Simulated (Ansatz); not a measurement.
Write the native input for Ansatz 0.2.0 that does the following.

```yaml
Task: relaxation of the atoms
Functional: PBE
Potentials_or_basis: Ansatz PAW
Cutoff: "420 eV (not typed: the program's choice for these potentials)"
k_mesh: 5 × 5 × 5
Occupations: fermi-dirac, width 0.05 eV
Spin: no spin polarisation
```

The system is HfSiO4 (Hafnon).

```
Hf Si O
1.0
    -3.28625    3.28625    2.92197
     3.28625   -3.28625    2.92197
     3.28625    3.28625   -2.92197
Hf Si O
2 2 8
Direct
  0.00000 0.00000 0.00000
  0.75000 0.25000 0.50000
  0.50000 0.50000 0.00000
  0.25000 0.75000 0.50000
  0.68020 0.49570 0.81550
  0.24570 0.93020 0.31550
  0.68020 0.86470 0.18450
  0.61470 0.93020 0.68450
  0.06980 0.38530 0.31550
  0.50430 0.31980 0.18450
  0.06980 0.75430 0.68450
  0.13530 0.31980 0.81550
```

The cell isn't the ideal one: strained by -2 %.

One way to write it, as run:

input.yaml

```yaml
crystal:
  lattice:
    - [-3.28625, 3.28625, 2.921968]
    - [3.28625, -3.28625, 2.921968]
    - [3.28625, 3.28625, -2.921968]
  atoms:
    - { symbol: Hf, position: [0.0, 0.0, 0.0] }
    - { symbol: Hf, position: [0.75, 0.25, 0.5] }
    - { symbol: Si, position: [0.5, 0.5, 0.0] }
    - { symbol: Si, position: [0.25, 0.75, 0.5] }
    - { symbol: O, position: [0.6802, 0.4957, 0.8155] }
    - { symbol: O, position: [0.2457, 0.9302, 0.3155] }
    - { symbol: O, position: [0.6802, 0.8647, 0.1845] }
    - { symbol: O, position: [0.6147, 0.9302, 0.6845] }
    - { symbol: O, position: [0.0698, 0.3853, 0.3155] }
    - { symbol: O, position: [0.5043, 0.3198, 0.1845] }
    - { symbol: O, position: [0.0698, 0.7543, 0.6845] }
    - { symbol: O, position: [0.1353, 0.3198, 0.8155] }
hamiltonian:
  xc: pbe
  pseudopotentials: { kind: paw }
kpoints:
  mp_grid: { grid: [5, 5, 5] }
scf:
  occupations: { method: fermi_dirac, width: 0.05 }
output:
  forces: true
  stress: true
  eigenvalues: true
relax:
  f_tol: 0.01
  max_steps: 40
```

Potentials or basis: Ansatz PAW.

Run with:

```sh
$ ansatz run input.yaml --threads 4 --pin off --max-ram 11264MiB --backend cpu --events-out ev --progress --plain --runs-dir out
```

It gave:

```
Energy gained by relaxing    : 1.7 meV/atom
Ionic steps                  : 4
Pressure after relaxing      : 12.8 GPa
Largest force after relaxing : 0.007 eV/Å
Band gap on the k mesh       : 5.57 eV, indirect (least direct gap 5.92 eV)
```

Caveat: odd divisions of the mesh miss points on the zone boundary, where band edges often lie, so the gap on the mesh can be too wide; the pressure holds a Pulay correction of +0.8 GPa for the finite cutoff; spin-orbit coupling is left out, which moves the levels of the heavy elements; the thresholds are loose for stress.

It took 3.4 s on 4 threads of AMD EPYC 9R45 96-Core Processor (Zen 5) (shared host), peak memory 0.66 GiB.
